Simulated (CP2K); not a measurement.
Crystal: Cd.

```
Cd
1.0
     3.09054    0.00000    0.00000
    -1.03018    2.91379    0.00000
    -1.03018   -1.45689    2.52341
Cd
1
Direct
  0.00000 0.00000 0.00000
```

This isn't the form of Cd at room conditions, which is hcp.

Base run:

| Item | Value |
| --- | --- |
| Program | CP2K 2026.2 |
| Functional | PBEsol |
| Potentials or basis | POTENTIAL_UZH Cd GTH-PBE-q12; TZVP-MOLOPT-PBE-GTH basis |
| Density cutoff | 9184 eV |
| k mesh | 10 × 10 × 10 |
| Occupations | fermi-dirac, width 0.05 eV |
| Spin | no spin polarisation |

Its results: band gap on the k mesh none (metal or under the smearing width); pressure -2.5 GPa.

Problem. After a change of settings the same cell gave: band gap on the k mesh none (metal or under the smearing width); pressure 9.9 GPa. Which change was it?
A. functional from PBEsol to SCAN
B. functional from PBEsol to vdW-DF2
C. functional from PBEsol to optB88-vdW
D. functional from PBEsol to LDA

Solution. B.

Caveats: the potentials were made for another functional, which shifts forces and pressure; the basis of atomic orbitals isn't converged, which shifts pressures, moduli and gaps.

Runs at the PBE level aren't shown here.
